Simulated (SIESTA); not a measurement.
Crystal: HfO2.

```
CELL_PARAMETERS angstrom
3.61685 0.00000 0.00000
1.80843 3.13229 0.00000
1.80843 1.04410 2.95315
ATOMIC_POSITIONS crystal
Hf 0.00000 0.00000 0.00000
O 0.75000 0.75000 0.75000
O 0.25000 0.25000 0.25000
```

Measurements of this composition are mostly on another form, of space group No. 14.

Base run:

```yaml
Program: SIESTA 5.4.2
Functional: vdW-DF
Potentials_or_basis: PseudoDojo 0.4 standard (PBE files)
Basis: DZP (energy shift 0.003 Ry; two zetas on semicore shells)
Grid_cutoff: 800 Ry
Energy_shift: 0.003 Ry
k_mesh: 9 × 9 × 9
Occupations: fermi-dirac, width 0.05 eV
Spin: no spin polarisation
```

Its results: band gap on the k mesh 3.78 eV, indirect (least direct gap 3.94 eV); pressure 5.7 GPa.

**Question.** The run is repeated on the same cell with these changes: functional from vdW-DF to PBE. What comes out?

**Answer.** Band gap on the k mesh 3.70 eV, indirect (least direct gap 3.83 eV); pressure 0.2 GPa.

Caveats: short orbitals over semicore shells can move pressures by several GPa; spin-orbit coupling is left out, which moves the levels of the heavy elements; an odd mesh through Γ misses points on the zone boundary, where band edges often lie; the basis of atomic orbitals isn't converged, which shifts pressures, moduli and gaps; the potentials were made for another functional, which shifts forces and pressure (some runs).

Not every run made on this cell is shown here.
